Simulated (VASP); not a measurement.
The system is PtS2.

```
Pt S
1.0
     3.54320    0.00000    0.00000
    -1.77160    3.06850    0.00000
     0.00000    0.00000    5.03880
Pt S
1 2
Direct
  0.00000 0.00000 0.00000
  0.66667 0.33333 0.77300
  0.33333 0.66667 0.22700
```

| Item | Value |
| --- | --- |
| Program | VASP 6.6.1 |
| Task | relaxation of cell and atoms |
| Functional | r2SCAN |
| Potentials or basis | VASP PAW PBE potentials, release 64 (Pt, S) |
| Cutoff | 600 eV |
| k mesh | 8 × 8 × 4 |
| Occupations | gaussian, width 0.02 eV |
| Spin | no spin polarisation |

At the start: pressure 9.3 GPa; volume 18.26 Å³/atom.

How do energy, volume and symmetry change on relaxing?

Over 22 steps the energy falls by 43.8 meV/atom and the volume is 20.39 Å³/atom (+11.6 %); space group P-3m1 (No. 164, to 0.05 Å).

Step by step:
```
step  energy change (eV)  largest force (eV/Å)  pressure (GPa)  volume (Å³)
   1              0.0000                1.2090            9.25        54.78
   2              0.2091                1.2888          -12.62        63.58
   3             -0.1036                0.1361           -0.71        57.75
   4             -0.1037                0.1684           -0.42        57.65
   5             -0.1165                0.0343           -0.18        57.55
   6             -0.1207                0.0924            0.05        57.45
   7             -0.1207                0.0990            0.06        57.45
   8             -0.1218                0.0585            0.38        57.51
   9             -0.1230                0.0235            1.02        57.62
  10             -0.1233                0.0213            0.97        57.68
  11             -0.1243                0.0140            0.84        57.86
  12             -0.1259                0.0004            0.58        58.21
  13             -0.1283                0.0262            0.09        58.91
  14             -0.1298                0.0778           -0.77        60.31
  15             -0.1305                0.0557           -0.63        60.54
  16             -0.1311                0.0251           -0.43        60.85
  17             -0.1312                0.0381            0.00        61.46
  18             -0.1313                0.0094           -0.17        61.19
  19             -0.1313                0.0124           -0.14        61.22
  20             -0.1313                0.0243           -0.08        61.33
  21             -0.1313                0.0154           -0.14        61.24
  22             -0.1314                0.0162           -0.07        61.16
```

Final structure:
```xyz
3
Lattice="3.5517 0.0000 0.0000 -1.7759 3.0759 0.0000 0.0000 0.0000 5.5983" Properties=species:S:1:pos:R:3 pbc="T T T"
Pt   -1.7759    3.0759    5.5983
S     1.7759    1.0253    4.3685
S     0.0000    2.0506    1.2298
```

Caveat: the PAW data sets were made with another functional, which shifts forces and pressure a little; the volume moved by +12 % from the deposited cell, more than functionals usually miss.
